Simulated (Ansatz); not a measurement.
## KF: experiment and calculation

**The experiment to reproduce.**

A printed reference work (textbook) reports, for a bulk crystal of KF: lattice constant a 5.351 Å.

From a printed reference work (monograph), for a bulk crystal of KF: band gap 10.7 eV.

Theory: DFT PBE, scalar-relativistic, plane waves, PAW (Ansatz 0.2.0).

Settings: cutoff 420 eV, Γ-centred mesh 8×8×8 on the computed 2-atom cell, Gaussian smearing of 0.02 eV; no spin polarisation.

Relaxed structure:

```
K F
1.0
     0.00000    2.71025    2.71025
     2.71025    0.00000    2.71025
     2.71025    2.71025    0.00000
K F
1 1
Cartesian
  2.7103 2.7103 2.7103
  0.0000 0.0000 0.0000
```

* Space group: Fm-3m (No. 225)
* Volume per atom: 19.91 Å³
* Formation energy from the elements' standard states (uncorrected): -2.713 eV/atom
* Kohn–Sham band gap: 5.96 eV
* Orbital (Löwdin) character of the top 1 eV of the valence band: F 2p 97 %
* Orbital (Löwdin) character of the lowest 1 eV of the conduction band: K 4s 81 %, F 2s 10 %, unprojected 4 %
* Bader charge by site (e): K (1 in the cell) 0.86, F (1 in the cell) -0.86

A measured lattice constant a of KF is 5.351 Å (a printed reference work (textbook)); the calculated 5.421 Å exceeds it by 1.3 %. The calculation is for 0 K without zero-point motion. Against the measured band gap of KF, 10.7 eV (a printed reference work (monograph)), the calculated 5.96 eV is off by -4.74 eV. Kohn–Sham gaps of semilocal functionals fall short of measured ones as a rule.

It comes from a database structure that was distorted and then relaxed. Löwdin shares on free-atom orbitals overweight diffuse shells in the empty bands.
